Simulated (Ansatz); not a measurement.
# Sb: the cost of one run

Method: DFT PBE, scalar-relativistic, in Ansatz 0.2.0.

### 1 The structure to begin with

The structure is cubic, space group Fm-3m (No. 225). The conventional cell has a = 4.610 Å, b = 4.610 Å, c = 4.610 Å, α = 90.00°, β = 90.00°, γ = 90.00°. Sb (site symmetry m-3m) has 12 Sb at 3.26 Å as nearest neighbours.

Coordinates:

```cif
data_structure
_symmetry_space_group_name_H-M 'P 1'
_symmetry_Int_Tables_number 1
_cell_length_a 3.2598
_cell_length_b 3.2598
_cell_length_c 3.2598
_cell_angle_alpha 60.000
_cell_angle_beta 60.000
_cell_angle_gamma 60.000
_cell_volume 24.49
loop_
_atom_site_label
_atom_site_type_symbol
_atom_site_fract_x
_atom_site_fract_y
_atom_site_fract_z
_atom_site_occupancy
Sb1 Sb 0.00000 0.00000 0.00000 1
```

### 2 After the deformation

Space group Fm-3m before, R-3m after.

### 3 LAPW, all electrons

File input.yaml:

```yaml
crystal:
  lattice:
    - [0.06915, 2.339575, 2.339575]
    - [2.339575, 0.06915, 2.339575]
    - [2.339575, 2.339575, 0.06915]
  atoms:
    - { symbol: Sb, position: [0.0, 0.0, 0.0] }
kpoints:
  mp_grid: { grid: [12, 12, 12] }
  band_path:
    path:
      - [0.0, 0.0, 0.0]
      - [0.5, 0.5, 0.5]
      - [0.2428775097, 0.5, 0.7571224903]
      - [-0.2428775097, 0.2428775097, 0.5]
      - [0.0, 0.0, 0.5]
      - [0.0, 0.0, 0.0]
      - [-0.3714387548, 0.0, 0.3714387548]
      - [0.0, 0.3714387548, 0.6285612452]
      - [0.0, 0.5, 0.5]
    npoints: 5
scf:
  occupations: { method: fermi_dirac, width: 0.05 }
hamiltonian:
  xc: pbe
  pseudopotentials: { kind: all_electron, lapw: { basis_error: 0.001 } }
output:
  forces: true
  stress: true
  eigenvalues: true
```

On the command line:

```sh
ansatz run input.yaml --threads 1 --pin off --max-ram 3072MiB --backend cpu --events-out ev --progress --plain --runs-dir out
```

What time and memory should one allow on 1 thread of Intel Xeon 6975P-C (Granite Rapids), shared host?

About 6 s, with a peak of 0.34 GiB.
